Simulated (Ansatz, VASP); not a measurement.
**CoO in VASP and in Ansatz**

```xyz
2
Lattice="0.0000 2.1027 2.1027 2.1027 0.0000 2.1027 2.1027 2.1027 0.0000" Properties=species:S:1:pos:R:3 pbc="T T T"
Co    0.0000    0.0000    0.0000
O     2.1027    2.1027    2.1027
```

Alike in both runs: task single point; functional PBE; k mesh 11 × 11 × 11; occupations fermi-dirac, width 0.05 eV; collinear spin.

|  | VASP | Ansatz |
| --- | --- | --- |
| version | VASP 6.6.1 | Ansatz 0.2.0 |
| potentials or method | VASP PAW PBE potentials, release 64 (Co, O) | Ansatz PAW |
| plane-wave cutoff (eV) | 520 | 420 |
| valence electrons in the cell | 15 | 23 |

```csv
,VASP,Ansatz,Ansatz less VASP
gap on the k mesh at the Fermi level (eV),none,none,-
pressure (GPa),4.6,5.3,+0.69
net moment per atom (μB),1.40,1.42,+0.016
size of the moment on the site where the two differ most (μB),2.48,2.42,-0.066
```

Site moments also hang on the region over which each program counts them. A gap of «none» marks a metal or a gap that the smearing closes. The two sets of potentials don't hold the same shells in valence.

Caveats: a cell with one magnetic atom can't hold antiferromagnetic order, which such compounds often take; semilocal functionals often make such compounds metallic where correlation or magnetic order opens a gap, which also shifts bond lengths; the pressure holds a Pulay correction of +0.8 GPa for the finite cutoff (Ansatz).
